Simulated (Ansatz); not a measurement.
Runs of Ansatz 0.2.0 on SnSe. Symmetry: Pnma, No. 62, orthorhombic system. Conventional cell: a = 11.420 Å, b = 4.190 Å, c = 4.460 Å, α = 90.00°, β = 90.00°, γ = 90.00°. Sn (site symmetry m) is surrounded by 3 Se at 2.69 to 2.83 Å. Se (site symmetry m) is surrounded by 3 Sn at 2.69 to 2.83 Å. 

```tsv
task	level	potentials or basis	cell	k mesh	cutoff (eV)	smearing	points for each segment of the path	mesh quality	gap on the mesh (eV)	pressure (GPa)	relaxed volume (Å³/atom)	largest force (eV/Å)
relaxation of cell and atoms	SVWN5	Ansatz PAW	relaxed	3 × 6 × 6	420	fermi-dirac 0.05 eV	-	not flagged	-	0.0	(c)	0.01
relaxation of cell and atoms	PBEsol+D3(BJ)	Ansatz PAW	relaxed	3 × 6 × 6	420	fermi-dirac 0.05 eV	-	not flagged	-	0.0	(b)	0.01
band structure	revPBE	Ansatz PAW	as given	3 × 6 × 6	420	fermi-dirac 0.05 eV	10	not flagged	0.57	(a)	-	(d)
single point	PBE	Ansatz PAW	as given	1 × 3 × 3	420	fermi-dirac 0.05 eV	-	coarse	0.53	3.0	-	0.40
relaxation of cell and atoms	revPBE	Ansatz PAW	relaxed	3 × 6 × 6	420	fermi-dirac 0.05 eV	-	not flagged	0.88	0.0	30.09	-
relaxation of cell and atoms	BLYP+D4	Ansatz PAW	relaxed	3 × 6 × 6	420	fermi-dirac 0.05 eV	-	not flagged	0.79	0.0	28.47	0.01
relaxation of cell and atoms	rPW86-PBE+rVV10	Ansatz PAW	relaxed	3 × 6 × 6	420	fermi-dirac 0.05 eV	-	not flagged	0.60	0.0	28.78	0.01
relaxation of cell and atoms	BLYP+D3(BJ)	Ansatz PAW	relaxed	3 × 6 × 6	420	fermi-dirac 0.05 eV	-	not flagged	0.67	0.0	27.41	-
relaxation of cell and atoms	r2SCAN+D4	Ansatz PAW	relaxed	3 × 6 × 6	500	fermi-dirac 0.05 eV	-	not flagged	0.99	0.0	27.97	-
single point	PBE	Ansatz PAW	as given	3 × 6 × 6	420	gaussian 0.011 eV	-	not flagged	0.54	2.4	-	0.31
relaxation of cell and atoms	BLYP	Ansatz PAW	relaxed	3 × 6 × 6	420	fermi-dirac 0.05 eV	-	not flagged	1.38	0.0	36.41	-
```

Alike in all rows: no spin polarisation.

Task: Fill in the values left out.

Result: (a) 3.6; (b) 24.48; (c) 25.15; (d) 0.34.

Caveats: some runs use coarse meshes; the PAW data sets come from PBE, with cores solved anew for the run's functional, which leaves a small shift of forces and pressure (some runs); spin-orbit coupling is left out, which moves the levels of the heavy elements (some runs); the plane-wave basis is chosen anew once the cell has moved, so the energies of steps on either side of that aren't comparable (some runs); the potentials were made for another functional, which shifts forces and pressure (some runs); odd divisions of the mesh miss points on the zone boundary, where band edges often lie, so the gap on the mesh can be too wide (some runs); this functional lacks dispersion, which binds the layers, so the pressure and a relaxed spacing across them are unreliable (some runs); the volume moved by +13 % from the deposited cell, more than functionals usually miss (some runs).

A k mesh can miss the band edges, and the runs leave out spin-orbit coupling on Se, Sn.

Not every run made on this cell is shown here.
